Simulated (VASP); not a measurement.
**WSe2 in VASP: how settings move the PBEsol single point**

The PBEsol single point of WSe2 (fluorite) is repeated with altered inputs. Which of them can be trusted? This is a trial cell built on a prototype, not taken from a measured structure, and it needn't be the compound's ground state.

Program: VASP 6.6.1. PAW datasets, plane waves. No spin polarisation (in the reference). The prototype was imposed, so other structures may be more stable.

## (1) The cell

The cell comes from an earlier relaxation with r2SCAN in another program. Some of the altered inputs switch spin polarisation on.

It is cubic, Fm-3m (No. 225); conventional cell a = 6.185 Å, 19.72 Å³ an atom. W has 8 Se at 2.68 Å; Se has 4 W at 2.68 Å.

Structure file:

```xyz
3
Lattice="0.0000 3.0925 3.0925 3.0925 0.0000 3.0925 3.0925 3.0925 0.0000" Properties=species:S:1:pos:R:3 pbc="T T T"
W     0.0000    0.0000    0.0000
Se    1.5462    1.5462    1.5462
Se    4.6387    4.6387    4.6387
```

## (2) The reference run

The input, INCAR:

```
ENCUT = 520.000000
SIGMA = 0.020000
EDIFF = 1.00e-07
GGA = PS
PREC = Accurate
IBRION = -1
ISIF = 2
ISMEAR = -1
NBANDS = 20
NELM = 120
NSW = 0
LASPH = .TRUE.
LCHARG = .FALSE.
LWAVE = .FALSE.
LREAL = .FALSE.
```

The input, KPOINTS:

```
KPOINTS created by Atomic Simulation Environment
0
Gamma
8 8 8
0 0 0
```

The input, POSCAR:

```
W  Se
 1.0000000000000000
     0.0000000000000000    3.0924832561503570    3.0924832561503570
     3.0924832561503570   -0.0000000000000000    3.0924832561503570
     3.0924832561503570    3.0924832561503570    0.0000000000000000
 W   Se
   1   2
Cartesian
 -0.0000000000000000  0.0000000000000000  0.0000000000000000
  1.5462416280751785  1.5462416280751785  1.5462416280751785
  4.6387248842255353  4.6387248842255353  4.6387248842255353
```

A file KPOINTS_OPT adds named points for the levels; it doesn't enter the self-consistent loop.

Potentials: the recommended PBE PAW datasets, 26 valence electrons.

Started as:

```console
$ mpirun -np 1 vasp_std
```

## (3) Variant 1

The input, INCAR:

```
ENCUT = 520.000000
SIGMA = 0.020000
EDIFF = 1.00e-07
GGA = PS
IBRION = -1
ISIF = 2
ISMEAR = -1
NSW = 0
LASPH = .TRUE.
LCHARG = .FALSE.
LWAVE = .FALSE.
LREAL = .FALSE.
PREC = Low
NBANDS = 17
ISPIN = 2
MAGMOM = 1 1 1
NELM = 74
```

KPOINTS is that of step 2.

POSCAR is that of step 2.

## (4) Variant 2

The input, INCAR:

```
ENCUT = 520.000000
EDIFF = 1.00e-07
GGA = PS
PREC = Accurate
IBRION = -1
ISIF = 2
NBANDS = 20
NELM = 120
NSW = 0
LASPH = .TRUE.
LCHARG = .FALSE.
LWAVE = .FALSE.
LREAL = .FALSE.
ISMEAR = -4
SIGMA = 0.3
```

KPOINTS is that of step 2.

POSCAR is that of step 2.

What does the calculation give? Wanted: for each run, changed; ending; energy change; pressure; electronic steps; usable.

**Answer**, as computed:

| run | changed | ending | energy change (meV/atom) | pressure (GPa) | gap on the mesh (eV; negative: overlap) | electronic steps | time | usable |
| --- | --- | --- | --- | --- | --- | --- | --- | --- |
| ref. | – | converged | 0 | -4.3 | -0.89 | 14 | 71 s | yes |
| 1 | PREC = Low, NBANDS = 17, ISPIN = 2, MAGMOM = 1 1 1, NELM = 74 | converged | -24.2 | -0.2 | – | 16 | 30 s | no |
| 2 | ISMEAR = -4, SIGMA = 0.3 | converged | 20.1 | -3.7 | -0.86 | 15 | 47 s | yes |

Of 2 altered inputs, 1 ended normally on a faulty or unsound input, 1 gave usable results. «ISMEAR = -4, SIGMA = 0.3» moves the energy by 20.1 meV/atom.
